A crystal of silicon carbide is held in one fixed cell while the description of its bonds is changed. Each method then reports a pressure. Two of the methods, EDIP and Tersoff, are classical force fields: formulas for the energy of atoms, with no electrons in them. What pressure should each of them report in a cell that it did not choose?

Pressure of zinc-blende SiC (F-43m, 10.35 Å³/atom) from classical force fields and Kohn-Sham DFT, in the programs named. All rows use the same fixed cell with a static lattice and no relaxation; pressure is positive in compression. Energies under "basis" are cutoffs, and "?" marks a withheld value.

```
 method         rung             program                               potentials    basis                k mesh            smearing  pressure (GPa)
   EDIP  force field  LAMMPS-through-ASE                                 SiC.edip  default      none 8-atom cell                none               ?
Tersoff  force field              LAMMPS                         SiC_1989.tersoff  default      none 2-atom cell                none               ?
    LDA          LDA              ABINIT                         JTH PAW LDA v2.0   544 eV     4x4x4 2-atom cell  Fermi-Dirac 0.05eV          -4.300
    LDA          LDA              ABINIT     PseudoDojo NC SR LDA v0.4.1 standard  1116 eV     8x8x8 2-atom cell  Fermi-Dirac 0.05eV          -4.940
    PBE          GGA              ABINIT                         JTH PAW PBE v2.0   544 eV     4x4x4 2-atom cell  Fermi-Dirac 0.05eV           3.190
    PBE          GGA              ABACUS      PseudoDojo NC SR 0.4.1 PBE standard  1116 eV  10x10x10 2-atom cell  Fermi-Dirac 0.05eV           3.210
    PBE          GGA                VASP     VASP PAW PBE potentials, recommended   520 eV  10x10x10 2-atom cell     gaussian 0.03eV           3.210
 PBEsol          GGA              ABINIT                         JTH PAW PBE v2.0   544 eV     4x4x4 2-atom cell  Fermi-Dirac 0.05eV          -0.180
 PBEsol          GGA              ABINIT  PseudoDojo NC SR PBEsol v0.4.1 standard  1116 eV     8x8x8 2-atom cell  Fermi-Dirac 0.05eV          -0.130
   RPBE          GGA                VASP         VASP PAW PBE potentials, minimal   500 eV  10x10x10 2-atom cell     gaussian 0.02eV           6.040
 r2SCAN     meta-GGA              ABINIT                         JTH PAW PBE v2.0   653 eV     4x4x4 2-atom cell  Fermi-Dirac 0.05eV           1.820
 r2SCAN     meta-GGA                VASP     VASP PAW PBE potentials, recommended   520 eV  10x10x10 2-atom cell  Fermi-Dirac 0.05eV          -0.440
```

**From LDA to RPBE**

A positive pressure means that the method would let the crystal expand if the cell were free. A negative one means tension: the crystal is held stretched and would shrink. The LDA rows are in tension, at −4.3 and −4.9 GPa, and the PBEsol rows lie close to zero. PBE is in compression at 3.2 GPa, and the single RPBE row stands higher still.

This order follows a familiar pattern of density functionals. LDA binds atoms somewhat too strongly and so prefers short bonds. PBE adds a dependence on how fast the electron density varies in space, which weakens the bonds and lengthens them. RPBE makes this correction stronger, while PBEsol makes it gentler, to suit solids.

**What a pressure says about length**

The pressures look large, but SiC is very stiff. A preferred spacing only 0.1% longer than that of the cell already gives about 0.7 GPa. With one rough stiffness for every method, the PBE pressure corresponds to a spacing about 0.5% too long for this cell, and the LDA pressure to one about 0.7% too short. The table is therefore a sensitive comparison of preferred bond lengths.

The conversion needs three quantities. Let s be the fraction by which a method's preferred spacing exceeds that of the cell, B the bulk modulus (the resistance to a change of volume), and B′ the rate at which B grows with pressure. The preferred volume V₀ and the cell volume V are then related by V₀/V = (1 + s)³. Murnaghan's equation of state turns this ratio into a pressure:

P = (B/B′) · [(V₀/V)^B′ − 1]

For small s this is close to 3Bs, so the sign of the pressure is the sign of the mismatch. Rough recalled values for SiC are B = 220 GPa and B′ = 4.

**The r2SCAN rows**

The two r2SCAN rows disagree even about the sign, with 1.8 GPa in one and −0.4 GPa in the other. They differ in program, potentials, cutoff and mesh at once, and which of these matters is untested. Both also use potentials made for PBE, not for r2SCAN. A general effect of program or mesh is unlikely, because the three PBE rows agree within 0.02 GPa across similar changes. The name of a functional thus fixes the pressure well for PBE and PBEsol, less well for LDA, whose two rows differ by about 0.6 GPa, and poorly for r2SCAN.

**The two force fields**

For a force field, the preferred spacing depends on what its parameters were adjusted to reproduce. The EDIP set was adjusted to silicon carbide itself, so its spacing should be nearly that of the real crystal, and the cell used here is close to that as well.

Tersoff's potential was built differently. Each bond is a balance between a repulsion and an attraction, and the bond length lies where their slopes cancel. For a silicon–carbon bond, the strengths and ranges of both parts are averages of the values for pure silicon and pure carbon. One extra factor scales the attraction, and it was chosen to give a correct energy. Changing that factor shifts the depth and the length of the bond together, so one factor cannot set both, and the length is left largely to the averaging. This explains why the length may be off, but not in which direction; the direction has to come from the recalled spacing.

From recalled knowledge of the two potentials, the preferred spacing is about 0.11% above that of the cell for EDIP and 0.86% below it for Tersoff. The edge of the cubic cell is 4.359 Å here, so this means edges of about 4.363 Å for EDIP and 4.321 Å for Tersoff. The Tersoff estimate then runs as follows:

- volume ratio: V₀/V = (1 − 0.0086)³ ≈ 0.974
- its fourth power: about 0.902
- pressure: P ≈ (220/4) · (0.902 − 1) ≈ −5.4 GPa

The same steps for EDIP give +0.7 GPa. An allowance of 0.2 percentage points in the spacing and 10% in the stiffness leads to these forecasts:

- **EDIP:** +0.7 ± 1.3 GPa, a slight compression whose sign is not certain.
- **Tersoff:** −5.4 ± 1.4 GPa, a clear tension, near or somewhat below the LDA rows.

The ranges are judgements about the inputs, not statistical intervals.

The withheld rows as computed:

```
 method         rung             program        potentials    basis            k mesh  smearing  pressure (GPa)
   EDIP  force field  LAMMPS-through-ASE          SiC.edip  default  none 8-atom cell      none           0.680
Tersoff  force field              LAMMPS  SiC_1989.tersoff  default  none 2-atom cell      none          -5.430
```

**How the forecasts fared**

Both forecasts hold. EDIP reports 0.68 GPa and Tersoff −5.43 GPa, each within about 0.05 GPa of its forecast. Tersoff does fall somewhat below the LDA rows, and EDIP does show a slight compression.

The agreement is closer than the rough inputs deserve. A stiffness 10% higher or lower would by itself have moved the Tersoff forecast by about 0.5 GPa, and an error in the spacing could have offset one in the stiffness. The two spacings were also recalled for the very potentials that were then run, which makes this a check of consistency more than a blind prediction. The hits therefore support the recalled spacing and stiffness together, not either alone. They do not test how well either potential describes real silicon carbide.

A cruder forecast shows what the knowledge of the potentials contributed. The mean of the ten density-functional rows, used for both force fields alike, is 0.7 GPa. It happens to suit EDIP but misses Tersoff by about 6 GPa, so only the Tersoff row separates the two ways of forecasting. The output below gives this comparison together with the estimates from the equation of state.

**Reading the two values**

Tersoff and LDA end up in tension for unrelated reasons. In LDA the short bonds come from an approximation to the energy of the electrons. In Tersoff's potential they are most likely what the averaged parameters of two elements happen to give, since the length itself was not fitted. A similar pressure is no sign of similar physics.

EDIP's small pressure needs the same care. These are pressures of a lattice at rest, and the zero-point motion of the atoms would add roughly 1 to 2 GPa. If EDIP was adjusted to the measured spacing, it has already absorbed that expansion into its parameters, whereas a density functional has not. A value near zero thus shows that a method fits this cell, which is less than showing that it describes the bonds best.

For practical work, the pressure is best translated back into a length. Every row here, force fields included, corresponds to a preferred spacing within about 0.9% of that of the cell. A mismatch near that limit is small as an error in length, yet it puts several gigapascals of unintended stress into a simulation whose cell is kept fixed.

Printed output of the fit:

```
Forecast pressure EDIP (GPa): 0.7304
Half-width of the EDIP range (GPa): 1.322
Computed pressure EDIP (GPa): 0.68
EDIP forecast less computed (GPa): 0.05041
Forecast pressure Tersoff (GPa): -5.415
Half-width of the Tersoff range (GPa): 1.427
Computed pressure Tersoff (GPa): -5.43
Tersoff forecast less computed (GPa): 0.01493
Relaxed spacing implied by the EDIP pressure (percent from this cell): 0.1025
Relaxed spacing implied by the Tersoff pressure (percent from this cell): -0.8625
Mean relaxed spacing implied by the LDA rows (percent from this cell): -0.7286
Mean relaxed spacing implied by the PBE rows (percent from this cell): 0.4729
Relaxed spacing implied by the RPBE row (percent from this cell): 0.8721
Mean pressure of the LDA rows (GPa): -4.62
Difference within the LDA pair (GPa): 0.64
Spread of the three PBE rows (GPa): 0.02
Difference within the PBEsol pair (GPa): 0.05
Difference within the r2SCAN pair (GPa): 2.26
Pressure for a spacing 0.1 percent too long (GPa): 0.6636
fit of result_pressure on 10 rows: constant 0.748 +/- 1.1; rms 3.29, worst LDA 5.69, leave-one-out rms 3.65
  rows outside the fit (model, value, miss): EDIP 0.748, 0.68, 0.068; Tersoff 0.748, -5.43, 6.18
```
